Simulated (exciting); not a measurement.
# LiF (Griceite) (Fm-3m) in exciting: notebook

The runs below take LiF (Griceite) through electric field gradients, equation of state, optical spectrum, with LDA-VWN, PW91, LDA, RGE2+TS.

Program: exciting (release sodium). These are calculated values, not measurements. Logs are shortened: lines on timing, memory, paths and dates and some standing lists are left out, and cuts for length are marked.

## (1) The crystal as given

Symmetry: Fm-3m, No. 225, cubic system. The conventional cell has a = 4.028 Å, b = 4.028 Å, c = 4.028 Å, α = 90.00°, β = 90.00°, γ = 90.00°. F (site symmetry m-3m) is surrounded by 6 Li at 2.01 Å. Around Li (site symmetry m-3m) lie 6 F at 2.01 Å.

## (2) Electric field gradients, LDA-VWN (cell strained at random at fixed volume)

File input.xml:

```xml
<input>
  <title>LiF</title>
  <structure speciespath="./" tshift="false">
    <crystal scale="1.88972612463">
      <basevect>-0.026692000000 1.987644000000 2.008103000000</basevect>
      <basevect>1.994455000000 -0.003893000000 1.985304000000</basevect>
      <basevect>2.033165000000 2.003554000000 -0.042603000000</basevect>
    </crystal>
    <species speciesfile="F.xml" rmt="1.45">
      <atom coord="0.500000000000 0.500000000000 0.500000000000"/>
    </species>
    <species speciesfile="Li.xml" rmt="1.7">
      <atom coord="0.000000000000 0.000000000000 0.000000000000"/>
    </species>
  </structure>
  <groundstate do="fromscratch" ngridk="7 7 7" rgkmax="7.5" gmaxvr="14" lmaxapw="10" lmaxmat="10" lmaxvr="8" stype="Gaussian" swidth="0.00367493" nempty="10" ValenceRelativity="zora" epsengy="1e-05" epspot="1e-05" maxscl="60" tforce="true" outputlevel="high">
    <libxc exchange="XC_LDA_X" correlation="XC_LDA_C_VWN"/>
  </groundstate>
  <properties>
    <EFG/>
    <mossbauer/>
  </properties>
</input>
```

Potentials or basis: all-electron LAPW+lo, shipped species files, valence relativity zora.

The run is started by

```sh
OMP_NUM_THREADS=1 exciting_smp
```

INFO.OUT:

```text
================================================================================
EXCITING SODIUM started
[... 10 lines left out ...]

 Lattice vectors (cartesian) :
     -0.0504405697      3.7561027933      3.7947647000
      3.7689737179     -0.0073567038      3.7516808341
      3.8421250162      3.7861683359     -0.0805080021

 Reciprocal lattice vectors (cartesian) :
     -0.8094362513      0.8387250294      0.8148119054
      0.8359984889     -0.8306351810      0.8332846998
      0.8046329924      0.8258315181     -0.8067224630

 Unit cell volume                           :     110.2566803839
 Brillouin zone volume                      :       2.2497522379

 Species :    1 (F)
     parameters loaded from                 :    F.xml
     name                                   :    fluorine
     nuclear charge                         :      -9.00000000
     electronic charge                      :       9.00000000
     atomic mass                            :   34631.97043000
     muffin-tin radius                      :       1.45000000
     # of radial points in muffin-tin       :     250

     atomic positions (lattice) :
       1 :   0.50000000  0.50000000  0.50000000

 Species :    2 (Li)
     parameters loaded from                 :    Li.xml
     name                                   :    lithium
     nuclear charge                         :      -3.00000000
     electronic charge                      :       3.00000000
     atomic mass                            :   12652.66897000
     muffin-tin radius                      :       1.70000000
     # of radial points in muffin-tin       :     250

     atomic positions (lattice) :
       1 :   0.00000000  0.00000000  0.00000000

 Total number of atoms per unit cell        :       2

 Spin treatment                             :    spin-unpolarised

 Number of Bravais lattice symmetries       :       2
 Number of crystal symmetries               :       2

 k-point grid                               :       7    7    7
 Total number of k-points                   :     172
 k-point set is reduced with crystal symmetries

 R^MT_min * |G+k|_max (rgkmax)              :       7.50000000
 Species with R^MT_min                      :       1 (F)
 Maximum |G+k| for APW functions            :       5.17241379
 Maximum |G| for potential and density      :      14.00000000
 Polynomial order for pseudochg. density    :       9

 G-vector grid sizes                        :      24    24    25
 Total number of G-vectors                  :    5065

 Maximum angular momentum used for
     APW functions                          :      10
     computing H and O matrix elements      :      10
     potential and density                  :       8
     inner part of muffin-tin               :       2

 Total nuclear charge                       :     -12.00000000
 Total electronic charge                    :      12.00000000
 Total core charge                          :       2.00000000
 Total valence charge                       :      10.00000000

 Effective Wigner radius, r_s               :       1.29930672

 Number of empty states                     :      10
 Total number of valence states             :      16

 Maximum Hamiltonian size                   :     279
 Maximum number of plane-waves              :     272
 Total number of local-orbitals             :       7

 Exchange-correlation type                  :     100
     libxc; exchange: Slater exchange; correlation: Vosko, Wilk & Nusair (VWN5) (see libxc for references)

 Smearing scheme                            :    Gaussian
 Smearing width                             :       0.00367493

 Using multisecant Broyden potential mixing
[... 6 lines left out ...]
* Groundstate module started                                                   *
********************************************************************************
 Output level for this task is set to high

++++++++++++++++++++++++++++++++++++++++++++++++++++++++++++++++++++++++++++++++
[... 5 lines left out ...]
+ SCF iteration number :    1                                                  +
++++++++++++++++++++++++++++++++++++++++++++++++++++++++++++++++++++++++++++++++
 Total energy                               :      -108.77924758
 _______________________________________________________________
 Fermi energy                               :         0.07019791
 Kinetic energy                             :       105.83506763
 Coulomb energy                             :      -202.77945494
 Exchange energy                            :       -10.99082996
 Correlation energy                         :        -0.84403031
 Sum of eigenvalues                         :       -53.35266948
 Effective potential energy                 :      -159.18773712
 Coulomb potential energy                   :      -143.59160438
 xc potential energy                        :       -15.59613273
 Hartree energy                             :        31.77342050
 Electron-nuclear energy                    :      -207.13844539
 Nuclear-nuclear energy                     :       -27.41443005
 Madelung energy                            :      -130.98365275
 Core-electron kinetic energy               :         0.00000000

 DOS at Fermi energy (states/Ha/cell)       :         0.00000000

 Electron charges :
     core                                   :         2.00000000
     core leakage                           :         0.00000007
     valence                                :        10.00000000
     interstitial                           :         1.86181903
     charge in muffin-tin spheres :
                  atom     1     F          :         8.03445770
                  atom     2    Li          :         2.10372327
     total charge in muffin-tins            :        10.13818097
     total charge                           :        12.00000000

 Estimated fundamental gap                  :         0.37523601
        valence-band maximum at    1      0.0000  0.0000  0.0000
     conduction-band minimum at    1      0.0000  0.0000  0.0000

++++++++++++++++++++++++++++++++++++++++++++++++++++++++++++++++++++++++++++++++
+ SCF iteration number :    2                                                  +
++++++++++++++++++++++++++++++++++++++++++++++++++++++++++++++++++++++++++++++++
 Total energy                               :      -107.51637389
 _______________________________________________________________
 Fermi energy                               :         0.09597694
 Kinetic energy                             :       106.18559985
 Coulomb energy                             :      -201.98526633
 Exchange energy                            :       -10.87706849
 Correlation energy                         :        -0.83963892
 Sum of eigenvalues                         :       -52.90203729
 Effective potential energy                 :      -159.08763714
 Coulomb potential energy                   :      -143.64778834
 xc potential energy                        :       -15.43984880
 Hartree energy                             :        30.92304794
 Electron-nuclear energy                    :      -205.49388422
 Nuclear-nuclear energy                     :       -27.41443005
 Madelung energy                            :      -130.16137216
 Core-electron kinetic energy               :         0.00000000
[... 318 lines left out ...]
+ SCF iteration number :   10                                                  +
++++++++++++++++++++++++++++++++++++++++++++++++++++++++++++++++++++++++++++++++
 Total energy                               :      -106.91217321
 _______________________________________________________________
 Fermi energy                               :         0.11506359
 Kinetic energy                             :       106.43568474
 Coulomb energy                             :      -201.68693567
 Exchange energy                            :       -10.82351518
 Correlation energy                         :        -0.83740711
 Sum of eigenvalues                         :       -52.69328139
 Effective potential energy                 :      -159.12896613
 Coulomb potential energy                   :      -143.76286404
 xc potential energy                        :       -15.36610209
 Hartree energy                             :        30.50964158
 Electron-nuclear energy                    :      -204.78214719
 Nuclear-nuclear energy                     :       -27.41443005
 Madelung energy                            :      -129.80550365
 Core-electron kinetic energy               :         0.00000000

 DOS at Fermi energy (states/Ha/cell)       :         0.00000000

 Electron charges :
     core                                   :         2.00000000
     core leakage                           :         0.00000007
     valence                                :        10.00000000
     interstitial                           :         2.04183230
     charge in muffin-tin spheres :
                  atom     1     F          :         7.82095114
                  atom     2    Li          :         2.13721657
     total charge in muffin-tins            :         9.95816770
     total charge                           :        12.00000000

 Estimated fundamental gap                  :         0.32091144
        valence-band maximum at    1      0.0000  0.0000  0.0000
     conduction-band minimum at    1      0.0000  0.0000  0.0000

 RMS change in effective potential (target) :  0.320714E-08  ( 0.100000E-04)
 Absolute change in total energy   (target) :  0.124968E-05  ( 0.100000E-04)
 Charge distance                   (target) :  0.239741E-07  ( 0.100000E-04)
 Abs. change in max-nonIBS-force   (target) :   0.00000      ( 0.500000E-04)

++++++++++++++++++++++++++++++++++++++++++++++++++++++++++++++++++++++++++++++++
| Convergency criteria checked for the last 2 iterations                       +
| Convergence targets achieved. Performing final SCF iteration                 +
++++++++++++++++++++++++++++++++++++++++++++++++++++++++++++++++++++++++++++++++
 Total energy                               :      -106.91217332
 _______________________________________________________________
 Fermi energy                               :         0.11506358
 Kinetic energy                             :       106.43568482
 Coulomb energy                             :      -201.68693585
 Exchange energy                            :       -10.82351519
 Correlation energy                         :        -0.83740711
 Sum of eigenvalues                         :       -52.69328141
 Effective potential energy                 :      -159.12896623
 Coulomb potential energy                   :      -143.76286413
 xc potential energy                        :       -15.36610211
 Hartree energy                             :        30.50964167
 Electron-nuclear energy                    :      -204.78214746
 Nuclear-nuclear energy                     :       -27.41443005
 Madelung energy                            :      -129.80550378
 Core-electron kinetic energy               :         0.00000000

 DOS at Fermi energy (states/Ha/cell)       :         0.00000000

 Electron charges :
     core                                   :         2.00000000
     core leakage                           :         0.00000007
     valence                                :        10.00000000
     interstitial                           :         2.04183229
     charge in muffin-tin spheres :
                  atom     1     F          :         7.82095114
                  atom     2    Li          :         2.13721657
     total charge in muffin-tins            :         9.95816771
     total charge                           :        12.00000000

 Estimated fundamental gap                  :         0.32091144
        valence-band maximum at    1      0.0000  0.0000  0.0000
     conduction-band minimum at    1      0.0000  0.0000  0.0000

++++++++++++++++++++++++++++++++++++++++++++++++++++++++++++++++++++++++++++++++
+ Self-consistent loop stopped                                                 +
++++++++++++++++++++++++++++++++++++++++++++++++++++++++++++++++++++++++++++++++
 STATE.OUT is written

--------------------------------------------------------------------------------
- Writing atomic positions and forces                                          -
--------------------------------------------------------------------------------

 Atomic positions (lattice) :
 atom     1   F  :     0.50000000    0.50000000    0.50000000
 atom     2  Li  :     0.00000000    0.00000000    0.00000000

 Total atomic forces including IBS (cartesian) :
 atom     1   F  :     0.00000000    0.00000000    0.00000000
 atom     2  Li  :     0.00000000    0.00000000    0.00000000

 Atomic force components including IBS (cartesian) :
 atom     1   F  :     0.00000000    0.00000000    0.00000000   HF force
                 :     0.00000000    0.00000000    0.00000000   core correction
                 :     0.00000000    0.00000000    0.00000000   IBS correction
 atom     2  Li  :     0.00000000    0.00000000    0.00000000   HF force
                 :     0.00000000    0.00000000    0.00000000   core correction
                 :     0.00000000    0.00000000    0.00000000   IBS correction

********************************************************************************
* Groundstate module stopped                                                   *
********************************************************************************

================================================================================
| EXCITING SODIUM stopped                                                      =
================================================================================
```

Run time: 2.4 min. Hardware: 1 thread of Arm Neoverse V1, shared host; peak memory 0.12 GiB.

Results:

```yaml
Free_energy: -2909.2284 eV
Band_gap_on_the_k_mesh: 8.73 eV, direct
All_electrons_inside_the_program's_atomic_spheres: F 7.82; Li 2.14 (radii F 1.45, Li 1.7 bohr)
```

Levels at points of the mesh, in eV from the valence-band top:
```
           k point  band 1  band 2  band 3  band 4  band 5  band 6  band 7  band 8  band 9  band 10
(0.00, 0.00, 0.00)  -39.83  -19.68   -0.19   -0.11    0.00    8.73   23.09   23.25   23.50    23.56
```

Electric field gradients, principal values (1e21 V/m²):
| atom | Vxx | Vyy | Vzz | η |
| --- | --- | --- | --- | --- |
| 1 F | -0.082 | -0.399 | 0.480 | 0.66 |
| 2 Li | -0.006 | -0.023 | 0.030 | 0.57 |

Caveat: EFG.OUT prints the tensor in atomic units and with the sign opposite to the usual one.

## (3) Equation of state, PW91, 7.84 Å³/atom (volume scaled by 0.96)

File input.xml:

```xml
<input>
  <title>LiF</title>
  <structure speciespath="./" tshift="false">
    <crystal scale="5.3096236872">
      <basevect>0.000000000000 0.707106781189 0.707106781189</basevect>
      <basevect>0.707106781189 0.000000000000 0.707106781189</basevect>
      <basevect>0.707106781189 0.707106781189 0.000000000000</basevect>
    </crystal>
    <species speciesfile="F.xml" rmt="1.45">
      <atom coord="0.500000000000 0.500000000000 0.500000000000"/>
    </species>
    <species speciesfile="Li.xml" rmt="1.7">
      <atom coord="0.000000000000 0.000000000000 0.000000000000"/>
    </species>
  </structure>
  <groundstate do="fromscratch" ngridk="8 8 8" rgkmax="7.5" gmaxvr="14" lmaxapw="10" lmaxmat="10" lmaxvr="8" stype="Gaussian" swidth="0.00036749" nempty="10" ValenceRelativity="zora" epsengy="1e-05" epspot="1e-05" maxscl="60" outputlevel="low">
    <libxc exchange="XC_GGA_X_PW91" correlation="XC_GGA_C_PW91"/>
  </groundstate>
</input>
```

Potentials or basis: all-electron LAPW+lo, shipped species files, valence relativity zora.

The run is started by

```sh
OMP_NUM_THREADS=1 exciting_smp
```

INFO.OUT:

```text
================================================================================
EXCITING SODIUM started
[... 10 lines left out ...]

 Lattice vectors (cartesian) :
      0.0000000000      3.7544709148      3.7544709148
      3.7544709148      0.0000000000      3.7544709148
      3.7544709148      3.7544709148      0.0000000000

 Reciprocal lattice vectors (cartesian) :
     -0.8367604184      0.8367604184      0.8367604184
      0.8367604184     -0.8367604184      0.8367604184
      0.8367604184      0.8367604184     -0.8367604184

 Unit cell volume                           :     105.8464333677
 Brillouin zone volume                      :       2.3434914673

 Species :    1 (F)
     parameters loaded from                 :    F.xml
[... 36 lines left out ...]

 Smearing scheme                            :    Gaussian
 Smearing width                             :       0.00036749

++++++++++++++++++++++++++++++++++++++++++++++++++++++++++++++++++++++++++++++++
+ Ending initialization                                                        +
++++++++++++++++++++++++++++++++++++++++++++++++++++++++++++++++++++++++++++++++

********************************************************************************
* Groundstate module started                                                   *
********************************************************************************
 Output level for this task is set to low

++++++++++++++++++++++++++++++++++++++++++++++++++++++++++++++++++++++++++++++++
[... 5 lines left out ...]
+ SCF iteration number :    1                                                  +
++++++++++++++++++++++++++++++++++++++++++++++++++++++++++++++++++++++++++++++++
 Total energy                               :      -109.93335890
 _______________________________________________________________
 Fermi energy                               :         0.08827065
 DOS at Fermi energy (states/Ha/cell)       :         0.00000000
 Electron charge: Core leakage              :         0.00000006
[... 358 lines left out ...]
 RMS change in effective potential (target) :  0.119848E-05  ( 0.100000E-04)
 Absolute change in total energy   (target) :  0.106884E-05  ( 0.100000E-04)
 Charge distance                   (target) :  0.198387E-07  ( 0.100000E-04)

++++++++++++++++++++++++++++++++++++++++++++++++++++++++++++++++++++++++++++++++
| Convergency criteria checked for the last 2 iterations                       +
| Convergence targets achieved. Performing final SCF iteration                 +
++++++++++++++++++++++++++++++++++++++++++++++++++++++++++++++++++++++++++++++++
 Total energy                               :      -107.63096394
 _______________________________________________________________
 Fermi energy                               :         0.14575100
 DOS at Fermi energy (states/Ha/cell)       :         0.00000000
 Electron charge: Core leakage              :         0.00000006

 Estimated fundamental gap                  :         0.34899052
        valence-band maximum at    1      0.0000  0.0000  0.0000
     conduction-band minimum at    1      0.0000  0.0000  0.0000

++++++++++++++++++++++++++++++++++++++++++++++++++++++++++++++++++++++++++++++++
[... 12 lines left out ...]
| EXCITING SODIUM stopped                                                      =
================================================================================
```

WARNINGS.OUT:

```text
Inversion symmetry is present. Consider using input%groundstate%solver%type = "inversionsymmetry"
```

Wall time 58 s (1 thread of Arm Neoverse V1, shared host); peak memory 0.12 GiB.

Results:

| Quantity | Value |
| --- | --- |
| Free energy | -2928.7877 eV |
| Band gap on the k mesh | 9.50 eV, direct |

[end of part 1 of 3]
